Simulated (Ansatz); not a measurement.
# CoO: stress in a strained cell

CoO is deformed so: equal xy, yz and zx engineering shear strains of -1 %. What stress and forces result, by LAPW, PAW and all-electron datasets made for the crystal?

Program: Ansatz 0.2.0. Level of theory: DFT PBE, scalar-relativistic. These are calculated values, not measurements.

## (1) The system as given

The structure is cubic, space group Fm-3m (No. 225). The conventional cell has a = 4.263 Å, b = 4.263 Å, c = 4.263 Å, α = 90.00°, β = 90.00°, γ = 90.00°. Co (site symmetry m-3m) has 6 O at 2.13 Å as nearest neighbours. O (site symmetry m-3m) has 6 Co at 2.13 Å as nearest neighbours.

As a file:

```cif
data_structure
_symmetry_space_group_name_H-M 'P 1'
_symmetry_Int_Tables_number 1
_cell_length_a 3.0144
_cell_length_b 3.0144
_cell_length_c 3.0144
_cell_angle_alpha 60.000
_cell_angle_beta 60.000
_cell_angle_gamma 60.000
_cell_volume 19.37
loop_
_atom_site_label
_atom_site_type_symbol
_atom_site_fract_x
_atom_site_fract_y
_atom_site_fract_z
_atom_site_occupancy
Co1 Co 0.00000 0.00000 0.00000 1
O1 O 0.50000 0.50000 0.50000 1
```

Atoms are numbered in the order of the input: Co1, O2.

## (2) After the deformation

Space group Fm-3m before, R-3m after.

## (3) LAPW, all electrons

Contents of input.yaml:

```yaml
crystal:
  lattice:
    - [-0.021315, 2.1208425, 2.1208425]
    - [2.1208425, -0.021315, 2.1208425]
    - [2.1208425, 2.1208425, -0.021315]
  atoms:
    - { symbol: Co, position: [0.0, 0.0, 0.0], spin: 2.0 }
    - { symbol: O, position: [0.5, 0.5, 0.5] }
magnetization:
  spin_polarized: true
kpoints:
  mp_grid: { grid: [16, 16, 16] }
  band_path:
    path:
      - [0.0, 0.0, 0.0]
      - [0.5, 0.5, 0.5]
      - [0.2525443832, 0.5, 0.7474556168]
      - [-0.2525443832, 0.2525443832, 0.5]
      - [0.0, 0.0, 0.5]
      - [0.0, 0.0, 0.0]
      - [-0.3762721916, 0.0, 0.3762721916]
      - [0.0, 0.3762721916, 0.6237278084]
      - [0.0, 0.5, 0.5]
    npoints: 5
scf:
  occupations: { method: fermi_dirac, width: 0.05 }
hamiltonian:
  xc: pbe
  pseudopotentials: { kind: all_electron, lapw: { basis_error: 0.0005 } }
output:
  forces: true
  stress: true
  eigenvalues: true
```

The run is started by

```
$ ansatz run input.yaml --threads 1 --pin off --max-ram 3072MiB --backend cpu --events-out ev --progress --plain --runs-dir out
```

## (4) PAW with frozen cores

Contents of input.yaml:

```yaml
crystal:
  lattice:
    - [-0.021315, 2.1208425, 2.1208425]
    - [2.1208425, -0.021315, 2.1208425]
    - [2.1208425, 2.1208425, -0.021315]
  atoms:
    - { symbol: Co, position: [0.0, 0.0, 0.0], spin: 2.0 }
    - { symbol: O, position: [0.5, 0.5, 0.5] }
magnetization:
  spin_polarized: true
kpoints:
  mp_grid: { grid: [16, 16, 16] }
scf:
  occupations: { method: fermi_dirac, width: 0.05 }
hamiltonian:
  xc: pbe
  pseudopotentials: { kind: paw }
output:
  forces: true
  stress: true
  eigenvalues: true
  efg: { contact_densities: true }
```

## (5) All-electron PAW on datasets made for the crystal

input.yaml: that of step 4 with these lines changed.

```diff
@@ -16,3 +16,3 @@
   xc: pbe
-  pseudopotentials: { kind: paw }
+  pseudopotentials: { kind: all_electron, datasets: crystal }
 output:
```

(Steps that only read results are left out.)

Q: Predict the outcome of this session. Wanted: pressure; largest shear or deviatoric stress.

The runs gave:

```
                                 quantity                                              value
                                 pressure  LAPW -1.84, PAW -1.77, crystal datasets -1.84 GPa
largest shear or deviatoric stress (LAPW)                                           0.27 GPa
```

In words: The largest part of the stress beyond the pressure is 0.27 GPa in size; the atoms are carried along and not relaxed. No run of the undeformed cell stands beside it, so the pressure holds what the given cell had before the change. PAW: stress within 0.07 GPa of LAPW. Crystal datasets: stress within 0.01 GPa of LAPW. The magnetic state is the one reached from the start moments in this cell; it needn't be the ground state. With one magnetic atom in the cell only ferromagnetic order fits; the real order can differ. No U acts on the open 3d shell, so the metal found here may be the functional's error.
